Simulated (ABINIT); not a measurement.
C:

```xyz
2
Lattice="0.0000 1.7834 1.7834 1.7834 0.0000 1.7834 1.7834 1.7834 0.0000" Properties=species:S:1:pos:R:3 pbc="T T T"
C     2.6751    2.6751    2.6751
C     1.7834    1.7834    1.7834
```

This isn't the form of C at room conditions, which is graphite.

Program: ABINIT 10.8.3 (patched build). Alike in all runs: task single point; level r2SCAN; no spin polarisation; cell as given; k mesh 13 × 13 × 13; smearing fermi-dirac 0.05 eV.

**Question.** Order these runs on this cell by their pressure, lowest first.
A. potentials or basis JTH PAW PBE v2.0; cutoff (eV) 626; fine-grid cutoff 1224.51 eV
B. potentials or basis PseudoDojo NC SR PBE v0.4.1 standard; cutoff (eV) 1333
C. potentials or basis Ansatz NC r2SCAN; cutoff (eV) 1442

**Answer.** C (-2.5 GPa), A (0.6 GPa), B (3.6 GPa).

Caveats: a meta-GGA on potentials with a model core is unreliable (some runs); the potentials were made for another functional, which shifts forces and pressure (some runs); the PAW data sets were made with another functional, which shifts forces and pressure a little (some runs); the atomic spheres overlap (some runs).
